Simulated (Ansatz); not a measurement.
# Contact densities of Ag against volume

```
CELL_PARAMETERS angstrom
0.00000 2.04310 2.04310
2.04310 0.00000 2.04310
2.04310 2.04310 0.00000
ATOMIC_POSITIONS crystal
Ag 0.00000 0.00000 0.00000
```

The cell is COD entry 9008459, as deposited and not checked against the literature; nothing was relaxed.

All numbers below come from DFT, PBE, all-electron PAW with datasets made for the crystal, scalar-relativistic in Ansatz 0.2.0.

The runs use a Γ-centred 15×15×15 k mesh, Fermi–Dirac smearing of 0.05 eV, cutoff 260 eV (chosen by the program for this cell), no spin polarisation.

The contact density is the mean electron density over the nuclear volume; its changes follow the s electrons' response to bonding and compression. Changes below are taken from the unscaled cell, where it is 948417 e/Å³ at Ag.

The datasets are made afresh for each cell, so very small changes are uncertain.

Question: Does compression raise or lower the contact density at Ag?

Answer: It raises it, by 8.87 e/Å³ over the whole range.

Question: Tabulate the changes with volume.

Answer: 
| V/V(cell) | P (GPa) | Δρ(0) Ag (e/Å³) |
| --- | --- | --- |
| 0.9400 | 13.1 | 4.73 |
| 0.9405 | 13.0 | 4.69 |
| 0.9600 | 9.9 | 3.10 |
| 0.9800 | 7.0 | 1.52 |
| 0.9900 | 5.7 | 0.75 |
| 1.0000 | 4.5 | 0.00 |
| 1.0100 | 3.4 | -0.74 |
| 1.0200 | 2.4 | -1.46 |
| 1.0400 | 0.4 | -2.84 |
| 1.0600 | -1.2 | -4.14 |
